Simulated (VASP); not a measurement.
# W2C (P-3m1) in VASP: notebook

One crystal, W2C, is run at these levels: PBE, HSE(alpha, omega); tasks: relaxation of cell and atoms, single point.

All numbers are computed with VASP 6.6.1; they aren't measurements. Logs are shortened: lines on timing, memory, paths and dates and some standing lists are left out, and cuts for length are marked.

## (1) The crystal as given

The structure is trigonal, space group P-3m1 (No. 164). Conventional cell: a = 3.070 Å, b = 3.070 Å, c = 4.678 Å, α = 90.00°, β = 90.00°, γ = 120.00°. W (site symmetry 3m) is surrounded by 3 C at 2.13 Å. Around C (site symmetry -3m) lie 6 W at 2.13 Å.

The cell comes from a database or a generator and needn't be the stable form of this composition.

## (2) Relaxation of cell and atoms, PBE

File INCAR:

```
PREC = Accurate ; ENCUT = 600
EDIFF = 1E-6 ; ISMEAR = -1
SIGMA = 0.05 ; LREAL = F
LASPH = T ; NELM = 60
ALGO = Fast ; ISIF = 3
LWAVE = F ; LCHARG = F
GGA = PE ; IBRION = 2
NSW = 60 ; EDIFFG = -0.01
```

File KPOINTS:

```
Automatic mesh
0
Gamma
  7 7 5
```

File POSCAR:

```
W2C
1.0
    3.0700456420      0.0000000000      0.0000000000
   -1.5350228210      2.6587375167      0.0000000000
    0.0000000000      0.0000000000      4.6784280000
W C
2 1
Direct
    0.6666666667      0.3333333333      0.2536690000
    0.3333333333      0.6666666667      0.7463310000
    0.0000000000      0.0000000000      0.0000000000
```

Potentials or basis: VASP PAW PBE potentials, release 64 (W_sv, C).

Command:

```sh
> cat potpaw_PBE.64/W_sv/POTCAR potpaw_PBE.64/C/POTCAR > POTCAR
> mpirun -np 1 vasp_std > vasp.out
```

OUTCAR:

```text
PREC = Accurate
   ENCUT = 600
   EDIFF = 1E-6
   ISMEAR = -1
   LREAL = F
   LASPH = T
   NELM = 60
   ISIF = 3
   GGA = PE
   IBRION = 2
   NSW = 60
   EDIFFG = -0.01

 ion  position               nearest neighbor table
   1  0.667  0.333  0.254-   3 2.13   3 2.13   3 2.13   2 2.91   2 2.91   2 2.91   2 2.96   2 2.96
                             2 2.96
   2  0.333  0.667  0.746-   3 2.13   3 2.13   3 2.13   1 2.91   1 2.91   1 2.91   1 2.96   1 2.96
                             1 2.96
   3  0.000  0.000  0.000-   1 2.13   2 2.13   2 2.13   1 2.13   1 2.13   2 2.13

  LATTYP: Found a hexagonal cell.
 ALAT       =     3.0700456420
 C/A-ratio  =     1.5238952594

  Lattice vectors:

 A1 = (   3.0700456420,   0.0000000000,   0.0000000000)
 A2 = (  -1.5350228210,   2.6587375167,   0.0000000000)
 A3 = (   0.0000000000,   0.0000000000,   4.6784280000)

Analysis of symmetry for initial positions (statically):
=====================================================================
 Subroutine PRICEL returns:
 Original cell was already a primitive cell.

 Routine SETGRP: Setting up the symmetry group for a
 hexagonal supercell.

 Subroutine GETGRP returns: Found 12 space group operations
 (whereof 12 operations were pure point group operations)
 out of a pool of 24 trial point group operations.

The static configuration has the point symmetry D_3d.

Analysis of symmetry for dynamics (positions and initial velocities):
=====================================================================
 Subroutine PRICEL returns:
 Original cell was already a primitive cell.

 Routine SETGRP: Setting up the symmetry group for a
 hexagonal supercell.

 Subroutine GETGRP returns: Found 12 space group operations
 (whereof 12 operations were pure point group operations)
 out of a pool of 24 trial point group operations.

The dynamic configuration has the point symmetry D_3d.

 Subroutine INISYM returns: Found 12 space group operations
 (whereof 12 operations are pure point group operations),
 and found     1 'primitive' translations

----------------------------------------------------------------------------------------

                                     Primitive cell

  volume of cell :      38.1874

  direct lattice vectors                    reciprocal lattice vectors
     3.070045642  0.000000000  0.000000000     0.325728056  0.188059181  0.000000000
    -1.535022821  2.658737517  0.000000000     0.000000000  0.376118362  0.000000000
     0.000000000  0.000000000  4.678428000     0.000000000  0.000000000  0.213747011

  length of vectors
     3.070045642  3.070045642  4.678428000     0.376118362  0.376118362  0.213747011

  position of ions in fractional coordinates (direct lattice)
     0.666666667  0.333333333  0.253669000
     0.333333333  0.666666667  0.746331000
     0.000000000  0.000000000  0.000000000

  ion indices of the primitive-cell ions
   primitive index   ion index
                 1           1
                 2           2
                 3           3

----------------------------------------------------------------------------------------

 KPOINTS: Automatic mesh

Automatic generation of k-mesh.
 Grid dimensions read from file:
 generate k-points for:    7    7    5

 Generating k-lattice:

  Cartesian coordinates                     Fractional coordinates (reciprocal lattice)
     0.046532579  0.026865597  0.000000000     0.142857143  0.000000000  0.000000000
     0.000000000  0.053731195  0.000000000     0.000000000  0.142857143  0.000000000
     0.000000000  0.000000000  0.042749402     0.000000000  0.000000000  0.200000000

  Length of vectors
     0.053731195  0.053731195  0.042749402

  Shift w.r.t. Gamma in fractional coordinates (k-lattice)
     0.000000000  0.000000000  0.000000000

 Subroutine IBZKPT returns following result:
 ===========================================

 Found     32 irreducible k-points:

 Following reciprocal coordinates:
            Coordinates               Weight
  0.000000  0.000000  0.000000      1.000000
  0.142857  0.000000  0.000000      6.000000
  0.285714  0.000000  0.000000      6.000000
  0.428571  0.000000  0.000000      6.000000
  0.142857  0.142857  0.000000      6.000000
  0.285714  0.142857  0.000000     12.000000
[... 16 lines left out ...]
  0.000000  0.142857  0.400000      6.000000
  0.285714  0.000000  0.400000      6.000000
 [... further k-points ...]
   k-points           NKPTS =     32   k-points in BZ     NKDIM =     32   number of bands    NBANDS=     20
   number of dos      NEDOS =    301   number of ions     NIONS =      3
   total plane-waves  NPLWV =  31360
   dimension x,y,z NGX =    28 NGY =   28 NGZ =   40
   dimension x,y,z NGXF=    56 NGYF=   56 NGZF=   80
   ions per type =               2   1
   NGX,Y,Z   is equivalent  to a cutoff of  15.16, 15.16, 14.21 a.u.
   NGXF,Y,Z  is equivalent  to a cutoff of  30.32, 30.32, 28.43 a.u.
 SYSTEM =  unknown system
   PREC   = accura    normal or accurate (medium, high low for compatibility)
   ISTART =      0    job   : 0-new  1-cont  2-samecut
   ICHARG =      2    charge: 1-file 2-atom 10-const
   ISPIN  =      1    spin polarized calculation?
   LNONCOLLINEAR =      F non collinear calculations
   LSORBIT =      F    spin-orbit coupling
   LASPH  =      T    aspherical Exc in radial PAW
   ENCUT  =  600.0 eV  44.10 Ry    6.64 a.u.   6.13  6.13  9.34*2*pi/ulx,y,z
   NELM   =     60;   NELMIN=  2; NELMDL= -5     # of ELM steps
   EDIFF  = 0.1E-05   stopping-criterion for ELM
   LREAL  =      F    real-space projection
   EDIFFG = -.1E-01   stopping-criterion for IOM
   NSW    =     60    number of steps for IOM
   IBRION =      2    ionic relax: 0-MD 1-quasi-New 2-CG
   NFREE  =      1    steps in history (QN), initial steepest desc. (CG)
   ISIF   =      3    stress and relaxation
   ISYM   =      2    0-nonsym 1-usesym 2-fastsym
   POTIM  = 0.5000    time-step for ionic-motion
   TEBEG  =    0.0;   TEEND  =   0.0 temperature during run
   PSTRESS=    0.0 pullay stress
   NELECT =      32.0000    total number of electrons
   NUPDOWN=      -1.0000    fix difference up-down
   EMIN   =  10.00;   EMAX   =-10.00  energy-range for DOS
   EFERMI =   0.00;   METHOD = LEGACY
   ISMEAR =    -1;   SIGMA  =   0.05  broadening in eV -4-tet -1-fermi 0-gaus
   EFERMI_NEDOS =   21; number of points for ismear=-14 and -15
   IALGO  =     68    algorithm
   IMIX   =      4    mixing-type and parameters
     AMIX     =   0.40;   BMIX     =  1.00
     AMIX_MAG =   1.60;   BMIX_MAG =  1.00
  volume/ion in A,a.u.               =      12.73        85.90
  Fermi-wavevector in a.u.,A,eV,Ry     =   1.543422  2.916645 32.411147  2.382152
  Thomas-Fermi vector in A             =   2.649087
   LORBIT       =      0    0 simple, 1 ext, 2 COOP (PROOUT), +10 PAW based schemes
   GGA     = PE    functional components
   LHFCALC =     F    Hartree Fock is set to
   AEXX    =    0.0000 exact exchange contribution
   IVDW    =     0    specifies the selected vdW correction
   LEPSILON=     F    determine dielectric tensor
   LRPA    =     F    only Hartree local field effects (RPA)
 conjugate gradient relaxation of ions
 non-spin polarized calculation
 RMM-DIIS sequential band-by-band and
  energy-cutoff  :      600.00
  volume of cell :       38.19
 maximum number of plane-waves:      1288
 NGX is ok and might be reduce to    28
   NGX = 13   NGY = 13   NGZ = 19

--------------------------------------- Ionic step        1  -------------------------------------------

 number of electron      32.0000000 magnetization

 Free energy of the ion-electron system (eV)
  ---------------------------------------------------
  ext. energy  EPLUGINS =         0.00000000
  ---------------------------------------------------
  free energy    TOTEN  =       -34.96850269 eV

  energy without entropy =      -34.95304647  energy(sigma->0) =      -34.96077458

------------------------ aborting loop because EDIFF is reached ----------------------------------------

  FORCE on cell =-STRESS in cart. coord.  units (eV):
  Direction    XX          YY          ZZ          XY          YZ          ZX
  --------------------------------------------------------------------------------------
  -------------------------------------------------------------------------------------
  Total       -0.1768494     -0.1768494     -0.3633140      0.0000000      0.0000000      0.0000000
  in kB       -7.4198277     -7.4198277    -15.2430694      0.0000000      0.0000000      0.0000000
  external PRESSURE =     -10.0275749 kB  Pullay stress =       0.0000000 kB
[... 170 lines left out ...]
  energy  without entropy=      -34.9556003985  energy(sigma->0) =      -34.96284811

--------------------------------------- Ionic step        6  -------------------------------------------

 number of electron      32.0000000 magnetization

 Free energy of the ion-electron system (eV)
  ---------------------------------------------------
  ext. energy  EPLUGINS =         0.00000000
  ---------------------------------------------------
  free energy    TOTEN  =       -34.97012046 eV

  energy without entropy =      -34.95551110  energy(sigma->0) =      -34.96281578

 E-fermi :  11.6555     XC(G=0): -13.4820

 val. band max:       11.6389118662   @ k =   0.0000   0.2857   0.2000
 cond. band min:      11.6809116249   @ k =   0.4286   0.0000   0.2000
 fundamental gap:      0.0419997587
 Fermi energy:        11.6554945099

 k-point     1 :       0.0000    0.0000    0.0000
  band No.  band energies     occupation
      1     -63.2242      2.00000
      2     -63.1467      2.00000
      3     -27.8974      2.00000
      4     -27.2909      2.00000
      5     -27.2909      2.00000
      6     -27.1527      2.00000
[... 12 lines left out ...]
     19      12.1051      0.00025
[... 513 lines left out ...]
      4     -27.6097      2.00000
      5     -27.3198      2.00000
      6     -27.3145      2.00000
[... 12 lines left out ...]
     19      13.3871      0.00000
     20      13.7346      0.00000

 [... further k-points ...]

------------------------ aborting loop because EDIFF is reached ----------------------------------------

  FORCE on cell =-STRESS in cart. coord.  units (eV):
  Direction    XX          YY          ZZ          XY          YZ          ZX
  --------------------------------------------------------------------------------------
  -------------------------------------------------------------------------------------
  Total       -0.0147725     -0.0147725      0.0023384      0.0000000      0.0000000      0.0000000
  in kB       -0.6224523     -0.6224523      0.0985320      0.0000000      0.0000000      0.0000000
  external PRESSURE =      -0.3821242 kB  Pullay stress =       0.0000000 kB
[... 18 lines left out ...]
  FREE ENERGIE OF THE ION-ELECTRON SYSTEM (eV)
  ---------------------------------------------------
  free  energy   TOTEN  =       -34.9701204552 eV

  energy  without entropy=      -34.9555111047  energy(sigma->0) =      -34.96281578

 reached required accuracy - stopping structural energy minimisation
```

It took 2.3 min on 1 thread of Intel Xeon Platinum 8488C (Sapphire Rapids), shared host; peak memory 0.2 GiB.

Results:

| Quantity | Value |
| --- | --- |
| Free energy | -34.9701 eV |
| Relaxed volume | 12.67 Å³/atom |
| Relaxed cell | a = 3.067 Å, b = 3.067 Å, c = 4.668 Å, α = 90.00°, β = 90.00°, γ = 120.00° |
| Space group after relaxing (to 0.05 Å) | P-3m1 (No. 164) |
| Energy gained by relaxing | 0.5 meV/atom |
| Ionic steps | 6 |
| Pressure after relaxing | 0.0 GPa |
| Largest force after relaxing | 0.003 eV/Å |
| Band gap on the k mesh | none (metal or under the smearing width) |

Forces on the atoms (eV/Å):
```
W    0.000  0.000  0.003
W    0.000  0.000 -0.003
C    0.000  0.000  0.000
```

Step by step:
```tsv
step	energy change (eV)	largest force (eV/Å)	pressure (GPa)	volume (Å³)
1	0.0000	0.1525	-1.00	38.19
2	0.0005	0.0257	2.43	37.75
3	-0.0012	0.0974	0.54	37.98
4	-0.0011	0.1076	-0.64	38.07
5	-0.0016	0.0041	0.00	38.02
6	-0.0016	0.0034	-0.04	38.02
```

Final structure:
```xyz
3
Lattice="3.0667 0.0000 0.0000 -1.5334 2.6559 0.0000 0.0000 0.0000 4.6684" Properties=species:S:1:pos:R:3 pbc="T T T"
W     1.5334    0.8853    1.1907
W     0.0000    1.7706    3.4777
C     3.0667    0.0000    0.0000
```

Levels at points of the mesh, in eV from the Fermi level:
```csv
k point,band 14,band 15,band 16,band 17,band 18,band 19
"(0.00, 0.00, 0.00)",-1.54,-1.43,-1.43,-1.13,-1.13,0.45
```

(Part 1 of 2 ends here.)
